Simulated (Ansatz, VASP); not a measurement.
## One calculation of HfB2, two programs

The input INCAR:

```
PREC     = Accurate       # precision mode
ENCUT    = 520            # plane-wave cutoff, eV
EDIFF    = 1E-6           # SCF threshold, eV
ISMEAR   = -1             # smearing method
SIGMA    = 0.05           # smearing width, eV
LREAL    = F              # projectors in reciprocal space
LASPH    = T              # aspherical terms in the spheres
NELM     = 100            # most SCF steps
ALGO     = Normal         # electronic algorithm
ISIF     = 2              # what is computed and relaxed
LWAVE    = F              # write WAVECAR
LCHARG   = F              # write CHGCAR
NBANDS   = 15             # bands
```

KPOINTS

```
Automatic mesh
0
Gamma
  10 10 8
```

Contents of POSCAR:

```
HfB2
1.0
    3.1400000000      0.0000000000      0.0000000000
   -1.5700000000      2.7193197679      0.0000000000
    0.0000000000      0.0000000000      3.4800000000
Hf B
1 2
Direct
    0.0000000000      0.0000000000      0.0000000000
    0.6666666667      0.3333333333      0.5000000000
    0.3333333333      0.6666666667      0.5000000000
```

input.yaml

```yaml
crystal:
  lattice:
    - [3.14, 0.0, 0.0]
    - [-1.57, 2.7193197679, 0.0]
    - [0.0, 0.0, 3.48]
  atoms:
    - { symbol: Hf, position: [0.0, 0.0, 0.0] }
    - { symbol: B, position: [0.6666666667, 0.3333333333, 0.5] }
    - { symbol: B, position: [0.3333333333, 0.6666666667, 0.5] }
kpoints:
  mp_grid: { grid: [10, 10, 8] }
scf:
  occupations: { method: fermi_dirac, width: 0.05 }
hamiltonian:
  xc: lda
  pseudopotentials: { kind: all_electron, lapw: { basis_error: 0.002 } }
output:
  forces: true
  stress: true
  eigenvalues: true
```

Alike in both runs: task single point; functional LDA; k mesh 10 × 10 × 8; occupations fermi-dirac, width 0.05 eV; no spin polarisation.

|  | VASP | Ansatz |
| --- | --- | --- |
| version | VASP 6.6.1 | Ansatz 0.2.0 |
| potentials or method | VASP PAW LDA potentials, release 64 (Hf_pv, B) | all-electron LAPW, scalar-relativistic |
| plane-wave cutoff (eV) | 520 | see its input |

Ansatz gave:

```
gap on the k mesh at the Fermi level (eV)       : none
pressure (GPa)                                  : -10.1
largest component of the traceless stress (GPa) : 0.04
```

Question: Which values does VASP return?

Answer: gap on the k mesh at the Fermi level (eV): none; pressure (GPa): -9.7; largest component of the traceless stress (GPa): 0.21.

A gap of «none» marks a metal or a gap that the smearing closes. Ansatz ran all-electron here, so the differences hold the error of VASP's frozen core and of both bases.

Spin-orbit coupling is left out, which matters for the levels of Hf.
